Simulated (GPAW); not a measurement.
# BN (P6_3mc) in GPAW: further runs

Aim: see how the results for BN move with the level of theory and the settings. Levels: PBE+TS, PBE. Tasks: ts, band structure.

All numbers are computed with GPAW 26.7.0; they aren't measurements. Logs are shortened: lines on timing, memory, paths and dates and some standing lists are left out, and cuts for length are marked. The log counts tension as positive stress, the text compression.

### Step 1. Starting point

It takes space group P6_3mc (No. 186, hexagonal). The conventional cell has a = 2.554 Å, b = 2.554 Å, c = 4.227 Å, α = 90.00°, β = 90.00°, γ = 120.00°. N (site symmetry 3m) is surrounded by 4 B at 1.57 to 1.58 Å. B (site symmetry 3m) is surrounded by 4 N at 1.57 to 1.58 Å.

Measurements of this composition are mostly on another form, of space group No. 194.

### Step 2. Ts, PBE+TS

run.py reads:

```python
from ase.calculators.vdwcorrection import vdWTkatchenko09prl
from ase.dft.bandgap import bandgap
from ase.io import read, write
from gpaw import GPAW
from gpaw.analyse.hirshfeld import HirshfeldPartitioning
from gpaw.analyse.vdwradii import vdWradii
from gpaw.mpi import world

atoms = read('POSCAR')

calc = GPAW(mode='fd',
            h=0.16,
            xc='PBE',
            kpts={'size': (12, 12, 6), 'gamma': True},
            occupations={'name': 'fermi-dirac', 'width': 0.05},
            nbands=18,
            convergence={'density': 1e-05, 'energy': 1e-05},
            maxiter=150,
            legacy_gpaw=True,
            txt='gpaw.txt')
atoms.calc = calc
energy = atoms.get_potential_energy()
forces = atoms.get_forces()
calc.write('gs.gpw')
write('result.traj', atoms)
print(f'Energy: {energy:.6f} eV')
print('Forces (eV/A):')
print(forces.round(4))
print('Fermi level:', round(calc.get_fermi_level(), 4), 'eV')
print(f'Gap: {bandgap(calc)[0]:.4f} eV, direct: {bandgap(calc, direct=True)[0]:.4f} eV')

hirshfeld = HirshfeldPartitioning(calc)
print('Hirshfeld volume ratios:', *hirshfeld.get_effective_volume_ratios().round(4))
atoms.calc = vdWTkatchenko09prl(hirshfeld, vdWradii(atoms.get_chemical_symbols(), 'PBE', world=world), Rmax=15.0, txt='-')
total = atoms.get_potential_energy()
print(f'Energy with TS dispersion: {total:.6f} eV, dispersion {total - energy:.6f} eV')
print('Forces with TS dispersion:', *atoms.get_forces().round(5).ravel())
```

POSCAR reads:

```
BN
1.0
    2.5539396017      0.0000000000      0.0000000000
   -1.2769698009      2.2117765748      0.0000000000
    0.0000000000      0.0000000000      4.2268550000
N B
2 2
Direct
    0.3333333333      0.6666666667      0.1252760000
    0.6666666667      0.3333333333      0.6252760000
    0.3333333333      0.6666666667      0.4997240000
    0.6666666667      0.3333333333      0.9997240000
```

Potentials or basis: GPAW PAW data sets (gpaw-data 1.2.1), fd.

Started as:

```console
$ OMP_NUM_THREADS=1 python run.py
```

gpaw.txt:

```text
___ ___ ___ _ _ _
 |   |   |_  | | | |
 | | | | | . | | | |
 |__ |  _|___|_____|  26.7.0
 |___|_|

Input parameters:
  convergence: {density: 1e-05,
                energy: 1e-05}
  h: 0.16
  kpts: {gamma: True,
         size: (12, 12, 6)}
  maxiter: 150
  mode: fd
  nbands: 18
  occupations: {name: fermi-dirac,
                width: 0.05}
  xc: PBE

System changes: positions, numbers, cell, pbc, initial_charges, initial_magmoms

Initialize ...

species:
  N:
    name:    Nitrogen
    Z:       7.0
    valence: 5
    core:    2
    charge:  0.0  # [|e|]
    compensation charges:
      type: gauss
      rc: 0.18  # [Å]
      lmax: 2
    cutoffs:
      filter: 1.11  # [Å]
      core: 0.96  # [Å]
    projectors
    | kind |    occ | energy [eV] | rcut [Å] |
    |------|--------|-------------|----------|
    |   2s |  2.000 |     -18.583 |    0.603 |
    |   2p |  3.000 |      -7.089 |    0.529 |
    |    s |        |       8.629 |    0.603 |
    |    p |        |      20.123 |    0.529 |
    |    d |        |       0.000 |    0.577 |

    Using partial waves for N as LCAO basis

  B:
    name:    Boron
    Z:       5.0
    valence: 3
    core:    2
    charge:  0.0  # [|e|]
    compensation charges:
      type: gauss
      rc: 0.20  # [Å]
      lmax: 2
    cutoffs:
      filter: 1.14  # [Å]
      core: 1.38  # [Å]
    projectors
    | kind |    occ | energy [eV] | rcut [Å] |
    |------|--------|-------------|----------|
    |   2s |  2.000 |      -9.443 |    0.635 |
    |   2p |  1.000 |      -3.606 |    0.635 |
    |    s |        |      17.768 |    0.635 |
    |    p |        |      23.605 |    0.635 |
    |    d |        |       0.000 |    0.635 |

    Using partial waves for B as LCAO basis

Reference energy: -4302.422143  # eV

Spin-paired calculation

Convergence criteria:
 Maximum [total energy] change in last 3 cyles: 1e-05 eV / valence electron
 Maximum integral of absolute [dens]ity change: 1e-05 electrons / valence electron
 Maximum integral of absolute [eigenst]ate change: 4e-08 eV^2 / valence electron
 Maximum number of scf [iter]ations: 150
 (Square brackets indicate name in SCF output, whereas a 'c' in
 the SCF output indicates the quantity has converged.)

Symmetries present (total): 6

  ( 1  1  0)  ( 1  0  0)  ( 0  1  0)  ( 0 -1  0)  (-1  0  0)  (-1 -1  0)
  ( 0 -1  0)  ( 0  1  0)  (-1 -1  0)  (-1  0  0)  ( 1  1  0)  ( 1  0  0)
  ( 0  0  1)  ( 0  0  1)  ( 0  0  1)  ( 0  0  1)  ( 0  0  1)  ( 0  0  1)

864 k-points: 12 x 12 x 6 Monkhorst-Pack grid + [1/24,1/24,1/12]
100 k-points in the irreducible part of the Brillouin zone
       k-points in crystal coordinates                weights
   0:    -0.00000000   -0.00000000    0.00000000          1/864
   1:    -0.00000000   -0.00000000    0.16666667          2/864
   2:    -0.00000000   -0.00000000    0.33333333          2/864
   3:    -0.00000000   -0.00000000    0.50000000          1/864
   4:     0.08333333   -0.00000000   -0.33333333          6/864
   5:     0.08333333   -0.00000000   -0.16666667          6/864
   6:     0.08333333   -0.00000000    0.00000000          6/864
   7:     0.08333333   -0.00000000    0.16666667          6/864
   8:     0.08333333   -0.00000000    0.33333333          6/864
   9:     0.08333333   -0.00000000    0.50000000          6/864
          ...
  99:     0.50000000    0.50000000    0.50000000          3/864

Wave functions: Uniform real-space grid
  Kinetic energy operator: 8*3+1=25 point O(h^6) finite-difference Laplacian
  ScaLapack parameters: grid=1x1, blocksize=None
  Wavefunction extrapolation:
    Improved wavefunction reuse through dual PAW basis

Occupation numbers: Fermi-Dirac:
  width: 0.0500  # eV

Eigensolver
   Davidson(niter=2)

Densities:
  Coarse grid: 12*12*28 grid
  Fine grid: 24*24*56 grid
  Total Charge: 0.000000

Density mixing:
  Method: separate
  Backend: msr1
  Linear mixing parameter: 0.05
  old densities: 10
  Width of damping distribution: 1.1
  Damping of long wavelength oscillations: 20

Hamiltonian:
  XC and Coulomb potentials evaluated on a 24*24*56 grid
  Using the PBE Exchange-Correlation functional
  Interpolation: tri-quintic (5. degree polynomial)
  Poisson solver: FastPoissonSolver using
    Stencil: 8*3+1=25 point O(h^6) finite-difference Laplacian
    FFT axes: [np.int64(0), np.int64(1), np.int64(2)]
    FST axes: []

XC parameters: PBE with 2 nearest neighbor stencil

Number of atoms: 4
Number of atomic orbitals: 16
Number of bands in calculation: 18
Number of valence electrons: 16
Bands to converge: occupied

... initialized

Initializing position-dependent things.

Density initialized from atomic densities
Creating initial wave functions:
  16 bands from LCAO basis set
  2 bands from random numbers

          B

        B N

        N

Atomic positions and initial magnetic moments

Positions:
   0 N     -0.000000    1.474518    0.529523    ( 0.0000,  0.0000,  0.0000)
   1 N      1.276970    0.737259    2.642951    ( 0.0000,  0.0000,  0.0000)
   2 B     -0.000000    1.474518    2.112261    ( 0.0000,  0.0000,  0.0000)
   3 B      1.276970    0.737259    4.225688    ( 0.0000,  0.0000,  0.0000)

Unit cell:
           periodic     x           y           z      points  spacing
  1. axis:    yes    2.553940    0.000000    0.000000    12     0.1843
  2. axis:    yes   -1.276970    2.211777    0.000000    12     0.1843
  3. axis:    yes    0.000000    0.000000    4.226855    28     0.1510

  Lengths:   2.553940   2.553940   4.226855
  Angles:   90.000000  90.000000 120.000000

Effective grid spacing dv^(1/3) = 0.1809

iter:   1   -36.662178
iter:   2   -36.409499   -0.01  -0.77
iter:   3   -35.026287   +0.04  -0.80
iter:   4   -35.038428   -0.75  -1.43
iter:   5   -35.048923   -1.24  -1.67
iter:   6   -35.048805   -1.82  -2.36
iter:   7   -35.048756   -2.54  -2.70
iter:   8   -35.048794c  -3.03  -3.36
iter:   9   -35.048810c  -3.57  -3.58
iter:  10   -35.048813c  -4.00  -3.74
iter:  11   -35.048815c  -4.49  -4.23
iter:  12   -35.048815c  -5.00  -4.28
iter:  13   -35.048815c  -5.47  -5.44c
iter:  14   -35.048815c  -5.93  -5.33c
iter:  15   -35.048815c  -6.39  -5.42c
iter:  16   -35.048816c  -6.84  -5.64c
iter:  17   -35.048816c  -7.29  -6.12c
iter:  18   -35.048816c  -7.75c -6.13c

Converged after 18 iterations.

Dipole moment: (0.247362, 0.428444, -2.608891) |e|*Ang

Energy contributions relative to reference atoms: (reference = -4302.422143)

Kinetic:        +33.080909
Potential:      -32.861166
External:        +0.000000
XC:             -36.466477
Entropy (-ST):   -0.000000
Local:           +1.197918
SIC:             +0.000000
--------------------------
Free energy:    -35.048816
Extrapolated:   -35.048816

Showing only first 2 kpts
 Kpt  Band  Eigenvalues  Occupancy
  0     6     10.03181    2.00000
  0     7     10.04205    2.00000
  0     8     18.40818    0.00000
  0     9     18.40834    0.00000

  1     6      9.85858    2.00000
  1     7      9.86842    2.00000
  1     8     18.60502    0.00000
  1     9     18.60521    0.00000

Fermi level: 11.49647

Gap: 5.234 eV
Transition (v -> c):
  (s=0, k=0, n=7, [-0.00, -0.00, 0.00]) -> (s=0, k=48, n=8, [0.33, 0.33, 0.00])
Direct/indirect transitions are different
Direct gap: 8.278 eV
Transition at: (s=0, k=6, n=7, [0.08, -0.00, 0.00])

Forces in eV/Ang:
  0 N     0.00000    0.00000    0.01509
  1 N     0.00000   -0.00000    0.01507
  2 B    -0.00000    0.00000    0.00125
  3 B     0.00000    0.00000    0.00125

Writing to gs.gpw (mode='')
```

It took 65 s on 1 thread of Arm Neoverse V1, shared host; peak memory 0.27 GiB.

What came out:

* Free energy: -35.8766 eV
* Largest force: 0.020 eV/Å
* Band gap on the k mesh: 5.23 eV, indirect (least direct gap 8.28 eV)
* Dispersion energy per atom: -0.207 eV

Forces in eV/Å, atoms in the order of the input:
```
N    0.000  0.000 -0.004
N    0.000  0.000 -0.004
B    0.000  0.000  0.020
B    0.000  0.000  0.020
```

Caveat: the real-space grid adds noise to forces.

### Step 3. Band structure, PBE

run.py reads:

```python
from ase.dft.bandgap import bandgap
from ase.io import read, write
from gpaw import GPAW

atoms = read('BN.xyz')

calc = GPAW(mode='lcao',
            h=0.2,
            basis='szp(dzp)',
            xc='PBE',
            kpts={'size': (8, 8, 5), 'gamma': True},
            occupations={'name': 'fermi-dirac', 'width': 0.05},
            convergence={'density': 1e-05, 'energy': 1e-05},
            maxiter=150,
            txt='gpaw.txt')
atoms.calc = calc
energy = atoms.get_potential_energy()
forces = atoms.get_forces()
calc.write('gs.gpw')
write('result.traj', atoms)
print(f'Energy: {energy:.6f} eV')
print('Forces (eV/A):')
print(forces.round(4))
print('Fermi level:', round(calc.get_fermi_level(), 4), 'eV')
print(f'Gap: {bandgap(calc)[0]:.4f} eV, direct: {bandgap(calc, direct=True)[0]:.4f} eV')

path = atoms.cell.bandpath('GMKGALHA,LM,KH', npoints=60, eps=1e-4)
bs_calc = calc.fixed_density(kpts=path, symmetry='off', txt='bands.txt')
bs = bs_calc.band_structure()
bs.write('bs.json')
print(f'Gap on the path: {bandgap(bs_calc)[0]:.4f} eV')
```

BN.xyz reads:

```xyz
4
Lattice="2.5539396017 0.0000000000 0.0000000000 -1.2769698009 2.2117765748 0.0000000000 0.0000000000 0.0000000000 4.2268550000" Properties=species:S:1:pos:R:3 pbc="T T T"
N     -0.0000000002      1.4745177166      0.5295234870
N      1.2769698010      0.7372588582      2.6429509870
B     -0.0000000002      1.4745177166      2.1122608880
B      1.2769698010      0.7372588582      4.2256883880
```

Potentials or basis: GPAW PAW data sets (gpaw-data 1.2.1), lcao:szp(dzp).

Started as:

```console
$ OMP_NUM_THREADS=1 python run.py
```

Wall time 2.2 min (1 thread of Arm Neoverse V1, shared host); peak memory 0.17 GiB.

These settings aren't checked as converged: the numbers below hold their error.

What came out:

```yaml
Free_energy: -32.2943 eV
Largest_force: 0.067 eV/Å
Band_gap_along_the_path: 5.85 eV, indirect (least direct gap 8.37 eV)
```

Caveat: the real-space grid adds noise to forces; the basis of atomic orbitals isn't converged, which shifts pressures, moduli and gaps.
